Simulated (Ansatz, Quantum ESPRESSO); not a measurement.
# ZnSe and the pressure, program beside program

The cell as given:

```cif
data_structure
_symmetry_space_group_name_H-M 'F-43m'
_symmetry_Int_Tables_number 216
_cell_length_a 5.6676
_cell_length_b 5.6676
_cell_length_c 5.6676
_cell_angle_alpha 90.000
_cell_angle_beta 90.000
_cell_angle_gamma 90.000
_cell_volume 182.05
loop_
_atom_site_label
_atom_site_type_symbol
_atom_site_symmetry_multiplicity
_atom_site_Wyckoff_symbol
_atom_site_fract_x
_atom_site_fract_y
_atom_site_fract_z
_atom_site_occupancy
Se1 Se 4 c 0.25000 0.25000 0.25000 1
Zn1 Zn 4 a 0.00000 0.00000 0.00000 1
```

Kept alike: task relaxation of cell and atoms; functional PBEsol; k mesh 8 × 8 × 8; occupations fermi-dirac, width 0.05 eV; no spin polarisation. The mesh is that of the run's cell of 2 atoms. No spin-orbit coupling.

- A: Ansatz, all-electron LAPW, scalar-relativistic
- B: Quantum ESPRESSO, SSSP 1.3 efficiency PBE, made for PBE, cutoff 857 eV

| pressure (GPa) | A: band gap on the mesh (eV) | B: band gap on the mesh (eV) |
| --- | --- | --- |
| 0 | 1.241 | 1.207 |
| 5 | 1.509 | 1.476 |
| 10 | 1.727 | 1.694 |

Values on potentials made for another functional: all of B. Values hold for each row's relaxed cell, which stops near the pressure aimed at. The runs follow the start's structure, whether or not it is the stable one at these pressures. A gap on the mesh can miss an edge between its points.

Q: How large is the effect of the pressure, and do the programs agree on it?

A: From 0 to 10 GPa the band gap on the mesh moves by +0.486 in A, +0.487 in B (eV). Row by row the programs differ by 0.033 to 0.034, and over this span the shifts, as printed, agree within 1 %.
